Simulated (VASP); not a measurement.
# Hf (P6_3/mmc) in VASP: further runs

One crystal, Hf, is run at these levels: PBE+D3(BJ); tasks: relaxation of cell and atoms.

Program: VASP 6.6.1. These are calculated values, not measurements. Logs are shortened: lines on timing, memory, paths and dates and some standing lists are left out, and cuts for length are marked.

## Step 1: The structure

The structure is hexagonal, space group P6_3/mmc (No. 194). Conventional cell: a = 3.197 Å, b = 3.197 Å, c = 5.058 Å, α = 90.00°, β = 90.00°, γ = 120.00°. Hf (site symmetry -6m2) has 12 Hf at 3.13 to 3.20 Å as nearest neighbours.

## Step 2: Relaxation of cell and atoms, PBE+D3(BJ)

The input, INCAR:

```
  PREC = Accurate
  ENCUT = 600
  EDIFF = 1E-6
  ISMEAR = 1
  SIGMA = 0.1
  LREAL = False
  LASPH = True
  NELM = 80
  ALGO = Normal
  ISIF = 3
  LWAVE = False
  LCHARG = False
  GGA = PE
  IVDW = 12
  IBRION = 2
  NSW = 90
  EDIFFG = -0.01
```

The input, KPOINTS:

```
Automatic mesh
0
Gamma
  15 15 7
```

The input, POSCAR:

```
Hf
1.0
    3.1967000000      0.0000000000      0.0000000000
   -1.5983500000      2.7684234083      0.0000000000
    0.0000000000      0.0000000000      5.0578000000
Hf
2
Direct
    0.3333333333      0.6666666667      0.2500000000
    0.6666666667      0.3333333333      0.7500000000
```

Potentials or basis: VASP PAW PBE potentials, release 64 (Hf_pv).

Started as:

```sh
> cat potpaw_PBE.64/Hf_pv/POTCAR > POTCAR
> mpirun -np 1 vasp_std > vasp.out
```

OUTCAR:

```text
PREC = Accurate
   ENCUT = 600
   EDIFF = 1E-6
   ISMEAR = 1
   LREAL = False
   LASPH = True
   NELM = 80
   ISIF = 3
   GGA = PE
   IVDW = 12
   IBRION = 2
   NSW = 90
   EDIFFG = -0.01
 IVDW          = 12

 ion  position               nearest neighbor table
   1  0.333  0.667  0.250-   2 3.13   2 3.13   2 3.13   2 3.13   2 3.13   2 3.13
   2  0.667  0.333  0.750-   1 3.13   1 3.13   1 3.13   1 3.13   1 3.13   1 3.13

  LATTYP: Found a hexagonal cell.
 ALAT       =     3.1967000000
 C/A-ratio  =     1.5821941377

  Lattice vectors:

 A1 = (   3.1967000000,   0.0000000000,   0.0000000000)
 A2 = (  -1.5983500000,   2.7684234083,   0.0000000000)
 A3 = (   0.0000000000,   0.0000000000,   5.0578000000)

Analysis of symmetry for initial positions (statically):
=====================================================================
 Subroutine PRICEL returns:
 Original cell was already a primitive cell.

 Routine SETGRP: Setting up the symmetry group for a
 hexagonal supercell.

 Subroutine GETGRP returns: Found 24 space group operations
 (whereof 12 operations were pure point group operations)
 out of a pool of 24 trial point group operations.

The static configuration has the point symmetry D_3d.
 The point group associated with its full space group is D_6h.

Analysis of symmetry for dynamics (positions and initial velocities):
=====================================================================
 Subroutine PRICEL returns:
 Original cell was already a primitive cell.

 Routine SETGRP: Setting up the symmetry group for a
 hexagonal supercell.

 Subroutine GETGRP returns: Found 24 space group operations
 (whereof 12 operations were pure point group operations)
 out of a pool of 24 trial point group operations.

The dynamic configuration has the point symmetry D_3d.
 The point group associated with its full space group is D_6h.

 Subroutine INISYM returns: Found 24 space group operations
 (whereof 12 operations are pure point group operations),
 and found     1 'primitive' translations

----------------------------------------------------------------------------------------

                                     Primitive cell

  volume of cell :      44.7606

  direct lattice vectors                    reciprocal lattice vectors
     3.196700000  0.000000000  0.000000000     0.312822598  0.180608211  0.000000000
    -1.598350000  2.768423408  0.000000000     0.000000000  0.361216423  0.000000000
     0.000000000  0.000000000  5.057800000     0.000000000  0.000000000  0.197714421

  length of vectors
     3.196700000  3.196700000  5.057800000     0.361216423  0.361216423  0.197714421

  position of ions in fractional coordinates (direct lattice)
     0.333333333  0.666666667  0.250000000
     0.666666667  0.333333333  0.750000000

  ion indices of the primitive-cell ions
   primitive index   ion index
                 1           1
                 2           2

----------------------------------------------------------------------------------------

 KPOINTS: Automatic mesh

Automatic generation of k-mesh.
 Grid dimensions read from file:
 generate k-points for:   15   15    7

 Generating k-lattice:

  Cartesian coordinates                     Fractional coordinates (reciprocal lattice)
     0.020854840  0.012040547  0.000000000     0.066666667  0.000000000  0.000000000
     0.000000000  0.024081095  0.000000000     0.000000000  0.066666667  0.000000000
     0.000000000  0.000000000  0.028244917     0.000000000  0.000000000  0.142857143

  Length of vectors
     0.024081095  0.024081095  0.028244917

  Shift w.r.t. Gamma in fractional coordinates (k-lattice)
     0.000000000  0.000000000  0.000000000

 Subroutine IBZKPT returns following result:
 ===========================================

 Found    108 irreducible k-points:

 Following reciprocal coordinates:
            Coordinates               Weight
  0.000000  0.000000  0.000000      1.000000
  0.066667 -0.000000  0.000000      6.000000
  0.133333 -0.000000  0.000000      6.000000
  0.200000  0.000000  0.000000      6.000000
  0.266667 -0.000000  0.000000      6.000000
  0.333333 -0.000000  0.000000      6.000000
[... 16 lines left out ...]
  0.333333  0.200000  0.000000     12.000000
  0.400000  0.200000  0.000000      6.000000
 [... further k-points ...]
   k-points           NKPTS =    108   k-points in BZ     NKDIM =    108   number of bands    NBANDS=     14
   number of dos      NEDOS =    301   number of ions     NIONS =      2
   total plane-waves  NPLWV =  31360
   dimension x,y,z NGX =    28 NGY =   28 NGZ =   40
   dimension x,y,z NGXF=    56 NGYF=   56 NGZF=   80
   ions per type =               2
   NGX,Y,Z   is equivalent  to a cutoff of  14.56, 14.56, 13.15 a.u.
   NGXF,Y,Z  is equivalent  to a cutoff of  29.12, 29.12, 26.30 a.u.
 SYSTEM =  unknown system
   PREC   = accura    normal or accurate (medium, high low for compatibility)
   ISTART =      0    job   : 0-new  1-cont  2-samecut
   ICHARG =      2    charge: 1-file 2-atom 10-const
   ISPIN  =      1    spin polarized calculation?
   LNONCOLLINEAR =      F non collinear calculations
   LSORBIT =      F    spin-orbit coupling
   LASPH  =      T    aspherical Exc in radial PAW
   ENCUT  =  600.0 eV  44.10 Ry    6.64 a.u.   6.38  6.38 10.10*2*pi/ulx,y,z
   NELM   =     80;   NELMIN=  2; NELMDL= -5     # of ELM steps
   EDIFF  = 0.1E-05   stopping-criterion for ELM
   LREAL  =      F    real-space projection
   EDIFFG = -.1E-01   stopping-criterion for IOM
   NSW    =     90    number of steps for IOM
   IBRION =      2    ionic relax: 0-MD 1-quasi-New 2-CG
   NFREE  =      1    steps in history (QN), initial steepest desc. (CG)
   ISIF   =      3    stress and relaxation
   ISYM   =      2    0-nonsym 1-usesym 2-fastsym
   POTIM  = 0.5000    time-step for ionic-motion
   TEBEG  =    0.0;   TEEND  =   0.0 temperature during run
   PSTRESS=    0.0 pullay stress
   NELECT =      20.0000    total number of electrons
   NUPDOWN=      -1.0000    fix difference up-down
   EMIN   =  10.00;   EMAX   =-10.00  energy-range for DOS
   EFERMI =   0.00;   METHOD = LEGACY
   ISMEAR =     1;   SIGMA  =   0.10  broadening in eV -4-tet -1-fermi 0-gaus
   EFERMI_NEDOS =   21; number of points for ismear=-14 and -15
   IALGO  =     38    algorithm
   IMIX   =      4    mixing-type and parameters
     AMIX     =   0.40;   BMIX     =  1.00
     AMIX_MAG =   1.60;   BMIX_MAG =  1.00
  volume/ion in A,a.u.               =      22.38       151.03
  Fermi-wavevector in a.u.,A,eV,Ry     =   1.251563  2.365112 21.312311  1.566411
  Thomas-Fermi vector in A             =   2.385505
   LORBIT       =      0    0 simple, 1 ext, 2 COOP (PROOUT), +10 PAW based schemes
   GGA     = PE    functional components
   LHFCALC =     F    Hartree Fock is set to
   AEXX    =    0.0000 exact exchange contribution
   IVDW    =    12    specifies the selected vdW correction
   LEPSILON=     F    determine dielectric tensor
   LRPA    =     F    only Hartree local field effects (RPA)
 conjugate gradient relaxation of ions
 non-spin polarized calculation
 Methfessel and Paxton  Order N= 1 SIGMA  =   0.10
  energy-cutoff  :      600.00
  volume of cell :       44.76
 maximum number of plane-waves:      1513
 NGX is ok and might be reduce to    28
   NGX = 13   NGY = 13   NGZ = 21

--------------------------------------- Ionic step        1  -------------------------------------------

 number of electron      20.0000001 magnetization

 Free energy of the ion-electron system (eV)
  ---------------------------------------------------
  ext. energy  EPLUGINS =         0.00000000
  ---------------------------------------------------
  free energy    TOTEN  =       -19.84931758 eV

  energy without entropy =      -19.84978740  energy(sigma->0) =      -19.84947418

------------------------ aborting loop because EDIFF is reached ----------------------------------------

 Edisp (eV)   -0.90019

 E8    (eV) :    -0.4829

  FORCE on cell =-STRESS in cart. coord.  units (eV):
  Direction    XX          YY          ZZ          XY          YZ          ZX
  --------------------------------------------------------------------------------------
  -------------------------------------------------------------------------------------
  Total      -0.84915    -0.84915    -0.90260     0.00000     0.00000    -0.00000
  in kB     -30.39483   -30.39483   -32.30803     0.00000     0.00000    -0.00000
  external pressure =      -31.03 kB  Pullay stress =        0.00 kB
[... 61 lines left out ...]
  energy  without entropy=      -20.7432866669  energy(sigma->0) =      -20.74322951

--------------------------------------- Ionic step        3  -------------------------------------------

 number of electron      19.9999999 magnetization

 Free energy of the ion-electron system (eV)
  ---------------------------------------------------
  ext. energy  EPLUGINS =         0.00000000
  ---------------------------------------------------
  free energy    TOTEN  =       -19.83473306 eV

  energy without entropy =      -19.83517969  energy(sigma->0) =      -19.83488193

 E-fermi :   5.1324     XC(G=0): -11.4117

 val. band max:        5.1258271679   @ k =   0.3333   0.3333   0.2857
 cond. band min:       5.1335929053   @ k =   0.2667   0.2667   0.4286
 fundamental gap:      0.0077657374
 Fermi energy:         5.1324020362

 k-point     1 :       0.0000    0.0000    0.0000
  band No.  band energies     occupation
      1     -25.9411      2.00000
      2     -25.1225      2.00000
      3     -25.1225      2.00000
      4     -24.9876      2.00000
      5     -24.9825      2.00000
      6     -24.9825      2.00000
      7      -2.3609      2.00000
      8       1.3216      2.00000
      9       5.8631     -0.00000
     10       6.3036     -0.00000
     11       6.3036     -0.00000
     12       6.5983     -0.00000
     13       7.1589      0.00000
     14       7.1589      0.00000
[... 375 lines left out ...]
 k-point    24 :       0.4000    0.2000    0.0000
  band No.  band energies     occupation
      1     -25.6852      2.00000
      2     -25.5271      2.00000
      3     -25.4737      2.00000
      4     -25.4257      2.00000
      5     -25.2820      2.00000
      6     -25.2214      2.00000
      7       2.5142      2.00000
      8       2.8673      2.00000
      9       3.0872      2.00000
     10       3.9038      2.00000
     11       5.5079     -0.00000
     12       5.7900     -0.00000
     13       7.0332     -0.00000
     14      10.3374      0.00000

 [... further k-points ...]

------------------------ aborting loop because EDIFF is reached ----------------------------------------

 Edisp (eV)   -0.92735

 E8    (eV) :    -0.4976

  FORCE on cell =-STRESS in cart. coord.  units (eV):
  Direction    XX          YY          ZZ          XY          YZ          ZX
  --------------------------------------------------------------------------------------
  -------------------------------------------------------------------------------------
  Total      -0.00957    -0.00957     0.00353     0.00000    -0.00000    -0.00000
  in kB      -0.35241    -0.35241     0.12998     0.00000    -0.00000    -0.00000
  external pressure =       -0.19 kB  Pullay stress =        0.00 kB
[... 17 lines left out ...]
  FREE ENERGIE OF THE ION-ELECTRON SYSTEM (eV)
  ---------------------------------------------------
  free  energy   TOTEN  =       -20.7620805659 eV

  energy  without entropy=      -20.7625272008  energy(sigma->0) =      -20.76222944

 reached required accuracy - stopping structural energy minimisation
```

Run time: 2.2 min. Hardware: 1 thread of Intel Xeon Platinum 8488C (Sapphire Rapids), shared host; peak memory 0.25 GiB.

Results:

| Item | Value |
| --- | --- |
| Free energy | -20.7621 eV |
| Relaxed volume | 21.75 Å³/atom |
| Relaxed cell | a = 3.167 Å, b = 3.167 Å, c = 5.008 Å, α = 90.00°, β = 90.00°, γ = 120.00° |
| Space group after relaxing (to 0.05 Å) | P6_3/mmc (No. 194) |
| Energy gained by relaxing | 6.3 meV/atom |
| Ionic steps | 3 |
| Pressure after relaxing | 0.0 GPa |
| Band gap on the k mesh | none (metal or under the smearing width) |
| Dispersion energy per atom | -0.464 eV |

Step by step:
```csv
step,energy change (eV),largest force (eV/Å),pressure (GPa),volume (Å³)
1,0.0000,0.0000,-3.10,44.76
2,0.0063,0.0000,4.20,42.01
3,-0.0126,0.0000,-0.02,43.50
```

Final structure:
```
CELL_PARAMETERS angstrom
3.16703 0.00000 0.00000
-1.58351 2.74273 0.00000
0.00000 0.00000 5.00790
ATOMIC_POSITIONS crystal
Hf 0.33333 0.66667 0.25000
Hf 0.66667 0.33333 0.75000
```

Caveat: pairwise dispersion overbinds metals, which lowers pressure and volume. The run has no spin-orbit coupling, so splittings on Hf are missing.

## Step 3: Relaxation of cell and atoms, PBE+D3(BJ)

This run uses another cell than the first one, of 21.75 Å³/atom, 0.972 times its volume.

Changes to INCAR since step 2:

```diff
@@ -2,3 +2,3 @@
   ENCUT = 600
-  EDIFF = 1E-6
+  EDIFF = 1E-7
   ISMEAR = 1
@@ -16,2 +16,2 @@
   NSW = 90
-  EDIFFG = -0.01
+  EDIFFG = -0.005
```

KPOINTS is that of step 2.

The input, POSCAR:

```
Hf                                      
1.0
    3.1670296916      0.0000000000     -0.0000000000
   -1.5835148458      2.7427281674      0.0000000000
    0.0000000000      0.0000000000      5.0079009054
  Hf            
     2
Direct
     0.3333333332999970    0.6666666667000030    0.2500000000000000
     0.6666666667000030    0.3333333332999970    0.7500000000000000
```

Potentials or basis: VASP PAW PBE potentials, release 64 (Hf_pv).

Started as:

```sh
> cat potpaw_PBE.64/Hf_pv/POTCAR > POTCAR
> mpirun -np 1 vasp_std > vasp.out
```

OUTCAR:

```text
PREC = Accurate
   ENCUT = 600
   EDIFF = 1E-7
   ISMEAR = 1
   LREAL = False
   LASPH = True
   NELM = 80
   ISIF = 3
   GGA = PE
   IVDW = 12
   IBRION = 2
   NSW = 90
   EDIFFG = -0.005
 IVDW          = 12

 ion  position               nearest neighbor table
   1  0.333  0.667  0.250-   2 3.10   2 3.10   2 3.10   2 3.10   2 3.10   2 3.10
   2  0.667  0.333  0.750-   1 3.10   1 3.10   1 3.10   1 3.10   1 3.10   1 3.10

  LATTYP: Found a hexagonal cell.
 ALAT       =     3.1670296916
 C/A-ratio  =     1.5812611163

  Lattice vectors:

 A1 = (   3.1670296916,   0.0000000000,   0.0000000000)
 A2 = (  -1.5835148458,   2.7427281674,   0.0000000000)
 A3 = (   0.0000000000,   0.0000000000,   5.0079009054)

Analysis of symmetry for initial positions (statically):
=====================================================================
 Subroutine PRICEL returns:
 Original cell was already a primitive cell.

 Routine SETGRP: Setting up the symmetry group for a
 hexagonal supercell.

 Subroutine GETGRP returns: Found 24 space group operations
[... 184 lines left out ...]
      6     -24.9825      2.00000
      7      -2.3609      2.00000
      8       1.3216      2.00000
      9       5.8631     -0.00000
     10       6.3036     -0.00000
     11       6.3036     -0.00000
     12       6.5983     -0.00000
     13       7.1589      0.00000
     14       7.1589      0.00000
[... 377 lines left out ...]
      1     -25.6852      2.00000
      2     -25.5271      2.00000
      3     -25.4737      2.00000
      4     -25.4257      2.00000
      5     -25.2821      2.00000
      6     -25.2214      2.00000
      7       2.5142      2.00000
      8       2.8673      2.00000
      9       3.0872      2.00000
     10       3.9038      2.00000
     11       5.5080     -0.00000
     12       5.7900     -0.00000
     13       7.0332     -0.00000
     14      10.3374      0.00000

 [... further k-points ...]

------------------------ aborting loop because EDIFF is reached ----------------------------------------

 Edisp (eV)   -0.92735

 E8    (eV) :    -0.4976

  FORCE on cell =-STRESS in cart. coord.  units (eV):
  Direction    XX          YY          ZZ          XY          YZ          ZX
  --------------------------------------------------------------------------------------
  -------------------------------------------------------------------------------------
  Total      -0.00861    -0.00861     0.00325     0.00000    -0.00000    -0.00000
  in kB      -0.31718    -0.31718     0.11975     0.00000    -0.00000    -0.00000
  external pressure =       -0.17 kB  Pullay stress =        0.00 kB

 VOLUME and BASIS-vectors are now :
 -----------------------------------------------------------------------------
  energy-cutoff  :      600.00
  volume of cell :       43.50
      direct lattice vectors                 reciprocal lattice vectors
     3.167029692  0.000000000  0.000000000     0.315753276  0.182300239  0.000000000
    -1.583514846  2.742728167  0.000000000     0.000000000  0.364600478  0.000000000
     0.000000000  0.000000000  5.007900905     0.000000000  0.000000000  0.199684462

 POSITION                                       TOTAL-FORCE (eV/Angst)
 -----------------------------------------------------------------------------------
     -0.00000      1.82849      1.25198        -0.000000      0.000000      0.000000
      1.58351      0.91424      3.75593         0.000000     -0.000000      0.000000
 -----------------------------------------------------------------------------------
    total drift:                               -0.000000      0.000000     -0.000000

  FREE ENERGIE OF THE ION-ELECTRON SYSTEM (eV)
  ---------------------------------------------------
  free  energy   TOTEN  =       -20.7619111994 eV

  energy  without entropy=      -20.7623577309  energy(sigma->0) =      -20.76206004

 reached required accuracy - stopping structural energy minimisation
```

Wall time 76 s (1 thread of Intel Xeon Platinum 8488C (Sapphire Rapids), shared host); peak memory 0.24 GiB.

What came out:

```yaml
Free_energy: -20.7619 eV
Pressure_after_relaxing: 0.0 GPa
Band_gap_on_the_k_mesh: none (metal or under the smearing width)
Dispersion_energy_per_atom: -0.464 eV
```

Final structure:
```cif
data_structure
_symmetry_space_group_name_H-M 'P 1'
_symmetry_Int_Tables_number 1
_cell_length_a 3.1670
_cell_length_b 3.1670
_cell_length_c 5.0079
_cell_angle_alpha 90.000
_cell_angle_beta 90.000
_cell_angle_gamma 120.000
_cell_volume 43.50
loop_
_atom_site_label
_atom_site_type_symbol
_atom_site_fract_x
_atom_site_fract_y
_atom_site_fract_z
_atom_site_occupancy
Hf1 Hf 0.33333 0.66667 0.25000 1
Hf2 Hf 0.66667 0.33333 0.75000 1
```

Levels at points of the mesh, in eV from the Fermi level:
```tsv
k point	band 6	band 7	band 8	band 9	band 10	band 11	band 12	band 13	band 14
(0.00, 0.00, 0.00)	-30.11	-7.49	-3.81	0.73	1.17	1.17	1.47	2.03	2.03
```

Caveat: the relaxation stopped at its first step, so nothing moved; pairwise dispersion overbinds metals, which lowers pressure and volume. The run has no spin-orbit coupling, so splittings on Hf are missing.
